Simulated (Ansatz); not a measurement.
# InP (F-43m): the host for defect calculations

Before any defect goes in: InP (F-43m) at rest, and how it screens a charge.

Calculated with Ansatz 0.2.0; plane-wave PAW DFT, r2SCAN; relaxation of the host's cell and atoms; PAW set soft_1, in the first sound run; inputs show where later runs differ.

Report form: the programs' logs are mostly left out.

In doubt: the program warns that the response may not be converged on this k-mesh (step 3), which bears on dielectric and field responses.

### 1. The starting structure

Symmetry: F-43m, No. 216, cubic system. The conventional cell has a = 5.880 Å, b = 5.880 Å, c = 5.880 Å, α = 90.00°, β = 90.00°, γ = 90.00°. Nearest to In lie 4 P at 2.55 Å. Nearest to P lie 4 In at 2.55 Å. Farther neighbours are not listed.

### 2. Host cell relaxation

Cell and atoms are relaxed together, until forces and stress fall under their thresholds.

Contents of cell/input.yaml:

```yaml
crystal:
  lattice:
    - [0.0, 2.94, 2.94]
    - [2.94, 0.0, 2.94]
    - [2.94, 2.94, 0.0]
  atoms:
    - { symbol: In, position: [0.0, 0.0, 0.0] }
    - { symbol: P, position: [0.25, 0.25, 0.25] }
basis:
  ecutwfc: 500
  xc_grid: 2
hamiltonian:
  xc: r2scan
  pseudopotentials: { kind: paw, azcp: { folder: soft_1 } }
kpoints:
  mp_grid: { grid: [8, 8, 8] }
scf:
  occupations: { method: fixed }
  max_iter: 100
relax:
  f_tol: 0.005
  max_steps: 60
  cell: {}
output:
  forces: true
  stress: true
checkpoint:
  write: "../cell.run"
  compress: false
  write_wavefunctions: false
  write_every: 100000
```

Run with:

```
ansatz run input.yaml --threads 10 --pin off --max-ram 37683MiB --backend cpu --events-out ev --progress --plain --runs-dir out
```

Elapsed: 1.7 s, on 10 threads of AMD EPYC 7R13 (Zen 3), shared host; peak memory 0.47 GiB.

Step by step:

```
step  energy less that of the first step (eV)  largest force component (eV/Å)  pressure (GPa)  volume (Å³)
   1                                   0.0000                          0.0000            0.98        50.82
   2                                  -0.0020                          0.0000           -0.21        51.70
   3                                  -0.0021                          0.0000            0.00        51.54
  4*                                  -0.0022                          0.0000            0.00        51.54
```

Relaxation steps marked * repeat the geometry before them on a plane-wave basis chosen anew for their cell, so energy and pressure can jump there.

Forces are held to the 24 operations that the run works with; a distortion that breaks them can't arise in this run.

```
conventional cell, symmetrised  before  after  change
                         a (Å)   5.880  5.908  +0.5 %
                         b (Å)   5.880  5.908  +0.5 %
                         c (Å)   5.880  5.908  +0.5 %
              volume (Å³/atom)   25.41  25.77  +1.4 %
```

The relaxed structure:

```xyz
2
Lattice="0.0000 2.9538 2.9538 2.9538 0.0000 2.9538 2.9538 2.9538 0.0000" Properties=species:S:1:pos:R:3 pbc="T T T"
In    0.0000    0.0000    0.0000
P     1.4769    1.4769    1.4769
```

This step gave:

- pressure: -0.004436 GPa

The relaxation ends with a pressure of 0.00 GPa.

### 3. Dielectric tensors of the host

The response to a uniform electric field gives the electronic dielectric tensor.

This step: plane-wave PAW DFPT, PBEsol; dielectric tensors, Born charges and zone-centre modes of the host; PAW set soft_1 (Ansatz 0.2.0).

Contents of eps/input.yaml:

```yaml
crystal:
  lattice:
    - [0.0, 2.9537776332, 2.9537776332]
    - [2.9537776332, 0.0, 2.9537776332]
    - [2.9537776332, 2.9537776332, 0.0]
  atoms:
    - { symbol: In, position: [0.0, 0.0, 0.0] }
    - { symbol: P, position: [0.25, 0.25, 0.25] }
basis:
  ecutwfc: 420
hamiltonian:
  xc: pbesol
  pseudopotentials: { kind: paw, azcp: { folder: soft_1 }, xc_functional: pbe }
kpoints:
  mp_grid: { grid: [7, 7, 7] }
scf:
  occupations: { method: fixed }
  max_iter: 100
phonons:
  method: dfpt
  dielectric: true
  rigid_motions: translations
```

The job ended after 5.4 s (10 threads; peak memory 0.63 GiB).

Electronic dielectric tensor:

```
11.88  0.00  0.00
 0.00 11.88  0.00
 0.00  0.00 11.88
```

Static dielectric tensor:

```
14.87  0.00  0.00
 0.00 14.87  0.00
 0.00  0.00 14.87
```

The electronic dielectric tensor is isotropic, 11.88. The static dielectric tensor is isotropic, 14.87.

### 4. Primitive cell on a dense mesh

A dense mesh gives the host's converged energy, against which the supercell's sampling is tested.

This step: plane-wave PAW DFT, r2SCAN; single point of the host's primitive cell on a dense mesh; PAW set soft_1 (Ansatz 0.2.0).

Contents of dense/input.yaml:

```yaml
crystal:
  lattice:
    - [0.0, 2.9537776332, 2.9537776332]
    - [2.9537776332, 0.0, 2.9537776332]
    - [2.9537776332, 2.9537776332, 0.0]
  atoms:
    - { symbol: In, position: [0.0, 0.0, 0.0] }
    - { symbol: P, position: [0.25, 0.25, 0.25] }
basis:
  ecutwfc: 500
  xc_grid: 2
hamiltonian:
  xc: r2scan
  pseudopotentials: { kind: paw, azcp: { folder: soft_1 } }
kpoints:
  mp_grid: { grid: [8, 8, 8] }
scf:
  occupations: { method: fermi_dirac, width: 0.01 }
  max_iter: 80
```

It took 0.6 s on 10 threads; peak memory 0.42 GiB.

### 5. Self-consistent run

This step: plane-wave PAW DFT, r2SCAN; single point of the defect-free supercell, a test of its k-points; PAW set soft_1 (Ansatz 0.2.0).

System of this step: InP (F-43m). The cell holds 54 atoms: 27 In and 27 P. Cell: a = 12.532 Å, b = 12.532 Å, c = 12.532 Å, α = 60.0°, β = 60.0°, γ = 60.0°.

Contents of pristine.sampling/input.yaml:

```yaml
crystal:
  lattice:
    - [0.0, 8.8613328997, 8.8613328997]
    - [8.8613328997, 0.0, 8.8613328997]
    - [8.8613328997, 8.8613328997, 0.0]
  atoms:
    - { symbol: In, position: [0.0, 0.0, 0.0] }
    - { symbol: P, position: [0.0833333333, 0.0833333333, 0.0833333333] }
    - { symbol: In, position: [0.0, 0.0, 0.3333333333] }
    - { symbol: P, position: [0.0833333333, 0.0833333333, 0.4166666667] }
    - { symbol: In, position: [0.0, 0.0, 0.6666666667] }
    - { symbol: P, position: [0.0833333333, 0.0833333333, 0.75] }
    - { symbol: In, position: [0.0, 0.3333333333, 0.0] }
    - { symbol: P, position: [0.0833333333, 0.4166666667, 0.0833333333] }
[... 42 atom lines left out ...]
    - { symbol: In, position: [0.6666666667, 0.6666666667, 0.3333333333] }
    - { symbol: P, position: [0.75, 0.75, 0.4166666667] }
    - { symbol: In, position: [0.6666666667, 0.6666666667, 0.6666666667] }
    - { symbol: P, position: [0.75, 0.75, 0.75] }
basis:
  ecutwfc: 500
  xc_grid: 2
hamiltonian:
  xc: r2scan
  pseudopotentials: { kind: paw, azcp: { folder: soft_1 } }
kpoints:
  mp_grid: { grid: [1, 1, 1], shift: [0.25, 0.25, 0.25] }
scf:
  occupations: { method: fermi_dirac, width: 0.01 }
  max_iter: 80
```

Run with:

```
ansatz run input.yaml --threads 10 --pin off --max-ram 37683MiB --backend cuda --events-out ev --progress --plain --runs-dir out
```

Run time: 2.3 s. Hardware: 1 × NVIDIA H100 80GB HBM3 with 10 threads; peak memory 1.4 GiB; 3.6 s of CPU time.

Numbers from this step:

```yaml
energy_over_dense_mesh: 0.08379 eV/atom
```

### 6. Summary of results

```yaml
primitive_cell_vectors_lengths: 4.177, 4.177, 4.177 Å
electronic_dielectric_constant: 11.88
static_dielectric_constant: 14.87
gap_on_the_k_mesh_of_the_response_run_pbesol: 0.49 eV
energy_an_atom_at_one_point_at_less_that_on_the_dense_mesh: 0.084 eV
```

What this shows: Step 2: The cell grew by 1.4 % in volume. The k-mesh can miss the band edges, so this gap is an upper bound at this level. All at zero temperature.

[Logs are printed without paths, hosts, clocks, repeated set-up lines and the standing remarks that a program may print on its own settings, such as how far it seeks lower states.]

[Hosts, paths, dates, database ids (printed as entryN), source tags and the programs' standing remarks are cut or masked in the printed files.]

[Runs of the host that timed out are not shown.]

[For some hosts the program warned that the k-mesh of the response run may be too coarse for force constants and the static dielectric constant; such warnings are not always shown.]
